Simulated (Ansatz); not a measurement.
# GaP: the cost of one run

Program: Ansatz 0.2.0. Level of theory: DFT PBEsol, scalar-relativistic, plane waves, PAW. These are calculated values, not measurements.

That is the level of the relaxation; later steps name their own.

1 further run of the same task is left out (set aside as unsound or not needed).

## Step 1: Starting point

It takes space group F-43m (No. 216, cubic). Conventional cell: a = 5.438 Å, b = 5.438 Å, c = 5.438 Å, α = 90.00°, β = 90.00°, γ = 90.00°. Ga (site symmetry -43m) is surrounded by 4 P at 2.35 Å. P (site symmetry -43m) is surrounded by 4 Ga at 2.35 Å.

As a file:

```cif
data_structure
_symmetry_space_group_name_H-M 'F-43m'
_symmetry_Int_Tables_number 216
_cell_length_a 5.4385
_cell_length_b 5.4385
_cell_length_c 5.4385
_cell_angle_alpha 90.000
_cell_angle_beta 90.000
_cell_angle_gamma 90.000
_cell_volume 160.85
loop_
_atom_site_label
_atom_site_type_symbol
_atom_site_symmetry_multiplicity
_atom_site_Wyckoff_symbol
_atom_site_fract_x
_atom_site_fract_y
_atom_site_fract_z
_atom_site_occupancy
Ga1 Ga 4 a 0.00000 0.00000 0.00000 1
P1 P 4 d 0.25000 0.25000 0.75000 1
```

This cell was relaxed beforehand with the same method: volume 20.11 Å³/atom, gap on the mesh 1.50 eV.

## Step 2: Band edges over the whole zone

input.yaml reads:

```yaml
crystal:
  lattice:
    - [0.0, 2.7192250975, 2.7192250975]
    - [2.7192250975, 0.0, 2.7192250975]
    - [2.7192250975, 2.7192250975, 0.0]
  atoms:
    - { symbol: Ga, position: [0.0, 0.0, 0.0] }
    - { symbol: P, position: [0.25, 0.25, 0.25] }
basis:
  ecutwfc: 420
kpoints:
  mp_grid: { grid: [8, 8, 8] }
  band_path: { path: [VBM, CBM], npoints: 2 }
hamiltonian:
  xc: pbesol
scf:
  occupations: { method: gaussian, width: 0.02 }
output:
  forces: true
  stress: true
  eigenvalues: true
```

Launch:

```bash
> ansatz run input.yaml --threads 1 --pin off --max-ram 2560MiB --backend cpu --events-out ev --progress --plain --runs-dir out
```

**Question.** How long does this run take on 1 thread of Arm Neoverse V2, shared host, and how much memory does it need?

About 5 s, with a peak of 0.29 GiB.
